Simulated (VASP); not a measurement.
PtS2: relaxation of cell and atoms with PBE+D3(BJ)

PtS2:

```
Pt S
1.0
     3.54320    0.00000    0.00000
    -1.77160    3.06850    0.00000
     0.00000    0.00000    5.03880
Pt S
1 2
Direct
  0.00000 0.00000 0.00000
  0.33333 0.66667 0.22700
  0.66667 0.33333 0.77300
```

```json
{
  "Program": "VASP 6.6.1",
  "Task": "relaxation of cell and atoms",
  "Functional": "PBE",
  "Dispersion": "D3(BJ)",
  "Potentials or basis": "VASP PAW PBE potentials, release 64 (Pt, S)",
  "Cutoff": "600 eV",
  "k mesh": "9 × 9 × 5",
  "Occupations": "gaussian, width 0.03 eV",
  "Spin": "no spin polarisation",
  "Further INCAR settings": "ALGO = Normal; EDIFF = 1e-06; IBRION = 2; EDIFFG = -0.01; NSW = 90; ISIF = 3"
}
```

```yaml
Relaxed_volume: 17.30 Å³/atom
Relaxed_cell: a = 3.579 Å, b = 3.579 Å, c = 4.681 Å, α = 90.00°, β = 90.00°, γ = 120.00°
Space_group_after_relaxing_to_0.05_Å: P-3m1 (No. 164)
Energy_gained_by_relaxing: 43.8 meV/atom
Ionic_steps: 19
Pressure_after_relaxing: 0.0 GPa
Largest_force_after_relaxing: 0.003 eV/Å
Band_gap_on_the_k_mesh: 0.17 eV, indirect (least direct gap 0.94 eV)
Dispersion_energy_per_atom: -0.451 eV
```

Forces on the atoms (eV/Å):
```
Pt   0.000  0.000  0.000
S    0.000  0.000  0.003
S    0.000  0.000 -0.003
```

The path:
```tsv
step	energy change (eV)	largest force (eV/Å)	pressure (GPa)	volume (Å³)
1	0.0000	1.2457	7.29	54.78
2	0.1353	0.9046	-11.33	61.64
3	-0.0790	0.3172	-1.13	57.21
4	-0.0791	0.3407	-0.91	57.13
5	-0.0925	0.2305	-0.65	56.62
6	-0.1002	0.0717	-0.26	55.91
7	-0.1003	0.0581	-0.22	55.85
8	-0.1049	0.0603	-0.18	55.47
9	-0.1170	0.0691	0.02	54.32
10	-0.1302	0.0954	0.85	52.01
11	-0.1248	0.2079	-2.36	52.53
12	-0.1313	0.0061	-0.09	52.16
13	-0.1313	0.0037	-0.12	52.16
14	-0.1314	0.0002	-0.11	52.09
15	-0.1314	0.0049	-0.13	52.00
16	-0.1314	0.0138	-0.13	51.84
17	-0.1314	0.0066	-0.12	51.96
18	-0.1313	0.0334	0.40	51.78
19	-0.1314	0.0033	0.01	51.91
```

Final structure:
```yaml
crystal:
  lattice:
    - [3.57860, 0.00000, 0.00000]
    - [-1.78930, 3.09915, 0.00000]
    - [0.00000, 0.00000, 4.68068]
  atoms:
    - { symbol: Pt, position: [0.00000, 0.00000, 0.00000] }
    - { symbol: S, position: [0.33333, 0.66667, 0.25757] }
    - { symbol: S, position: [0.66667, 0.33333, 0.74243] }
```

Levels at points of the mesh, in eV from the valence-band top:
```
           k point  band 8  band 9  band 10  band 11  band 12  band 13  band 14  band 15
(0.00, 0.00, 0.00)   -2.51   -1.62    -1.62     0.00     1.18     1.18     3.63     5.01
```

Wall time 2.9 min on 1 thread of Intel(R) Xeon(R) 6975P-C (Granite Rapids), on a shared host, peak memory 0.23 GiB.

Caveat: spin-orbit coupling is left out, which moves the levels of the heavy elements; an odd mesh through Γ misses points on the zone boundary, where band edges often lie.
